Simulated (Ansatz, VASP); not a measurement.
# One calculation of Os, two programs

```
CELL_PARAMETERS angstrom
0.00000 1.93849 1.93849
1.93849 0.00000 1.93849
1.93849 1.93849 0.00000
ATOMIC_POSITIONS crystal
Os 0.00000 0.00000 0.00000
```

Change from the starting cell: volume scaled by 0.99.

Alike in both runs: task single point; functional PBEsol; k mesh 14 × 14 × 14; occupations fermi-dirac, width 0.05 eV; no spin polarisation.

|  | VASP | Ansatz |
| --- | --- | --- |
| version | VASP 6.6.1 | Ansatz 0.2.0 |
| potentials or method | VASP PAW PBE potentials, release 64 (Os), cutoff 520 eV | all-electron LAPW, scalar-relativistic |

|  | VASP | Ansatz | Ansatz less VASP |
| --- | --- | --- | --- |
| pressure (GPa) | -16.5 | -16.5 | 0.00 |

Ansatz ran all-electron here, so the differences hold the error of VASP's frozen core and of both bases.

Caveats: so large a pressure means that the cell lies far from this level's equilibrium, or that cutoff or potentials fall short (VASP); the potentials were made for another functional, which shifts forces and pressure (VASP). The runs have no spin-orbit coupling, so splittings on Os are missing.
